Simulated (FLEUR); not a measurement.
Runs of FLEUR MaX-R8.1 (later development tree) on LiCl. Symmetry: Fm-3m, No. 225, cubic system. The conventional cell has a = 5.130 Å, b = 5.130 Å, c = 5.130 Å, α = 90.00°, β = 90.00°, γ = 90.00°. Cl (site symmetry m-3m) has 6 Li at 2.56 Å as nearest neighbours. Around Li (site symmetry m-3m) lie 6 Cl at 2.56 Å. 

| task | level | gmax | muffin-tin radii | lnonsphr | max iterations | mixing factor | kmax | gap on the mesh (eV) | V0 of scaled cells (Å³/atom) | B0 (GPa) |
| --- | --- | --- | --- | --- | --- | --- | --- | --- | --- | --- |
| single point | PBEsol | 13 1/bohr | Cl 2.33, Li 2.02 bohr | Cl 10, Li 8 | 60 | 0.05 | 4.21 1/bohr | 6.13 | - | - |
| equation of state | PBEsol | 13 1/bohr | Cl 2.33, Li 2.02 bohr | - | - | - | 4.21 1/bohr | - | 16.23 | 35 |
| equation of state | r2SCAN | 13 1/bohr | Cl 2.33, Li 2.02 bohr | - | - | - | 4.21 1/bohr | - | 16.69 | 35 |
| equation of state | PBE | 13 1/bohr | Cl 2.33, Li 2.02 bohr | - | - | - | 4.21 1/bohr | - | (a) | 32 |
| band structure | PBEsol | 12.7 1/bohr | Cl 2.4, Li 2.08 bohr | - | 60 | 0.05 | 4.1 1/bohr | 6.13 | - | - |

Alike in all rows: potentials or basis all-electron, FLAPW; no spin polarisation; cell as given; k mesh 9 × 9 × 9; smearing fermi-dirac 0.05 eV.

Fill in the values left out.

(a) 17.08.

Caveats: an odd mesh through Γ misses points on the zone boundary, where band edges often lie (some runs); the meta-GGA is that of a development version, with a GGA for the radial functions and cores and without core tails (some runs).

Not every run made on this cell is shown here.
